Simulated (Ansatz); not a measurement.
**LDA, PBE, PBEsol and r²SCAN on Os**

```yaml
crystal:
  lattice:
    - [0.00000, 1.94500, 1.94500]
    - [1.94500, 0.00000, 1.94500]
    - [1.94500, 1.94500, 0.00000]
  atoms:
    - { symbol: Os, position: [0.00000, 0.00000, 0.00000] }
```

The cell comes from COD entry 1534943, which wasn't checked; take it as a given geometry.

No spin–orbit coupling, which matters for the heavy atoms here.

One fixed cell is solved with several functionals by frozen-core PAW in Ansatz 0.2.0, scalar-relativistically. A positive pressure means that the functional wants a larger cell.

The PAW files were made with PBE; their cores are remade for each functional.

Sampling and basis: a Γ-centred 14×14×14 k mesh, Fermi–Dirac smearing of 0.03 eV, cutoff 420 eV, no spin polarisation.

Cutoffs: PBE 420 eV, LDA 420 eV, PBEsol 420 eV, r²SCAN 500 eV.

**Question.** Order the settings by the pressure that they give at this fixed cell, lowest first.
A. r²SCAN
B. PBE
C. LDA
D. PBEsol

**Answer.** C (-25.3 GPa), D (-19.96 GPa), A (-16.77 GPa), B (-9.45 GPa).

```json
{"setting": "PBE", "P (GPa)": "-9.45", "lowest level at Γ above −25 eV, from the valence-band top or, without a gap, the Fermi level (eV)": "-10.36"}
{"setting": "LDA", "P (GPa)": "-25.35", "lowest level at Γ above −25 eV, from the valence-band top or, without a gap, the Fermi level (eV)": "-10.34"}
{"setting": "PBEsol", "P (GPa)": "-19.96", "lowest level at Γ above −25 eV, from the valence-band top or, without a gap, the Fermi level (eV)": "-10.39"}
{"setting": "r²SCAN", "P (GPa)": "-16.77", "lowest level at Γ above −25 eV, from the valence-band top or, without a gap, the Fermi level (eV)": "-10.82"}
```
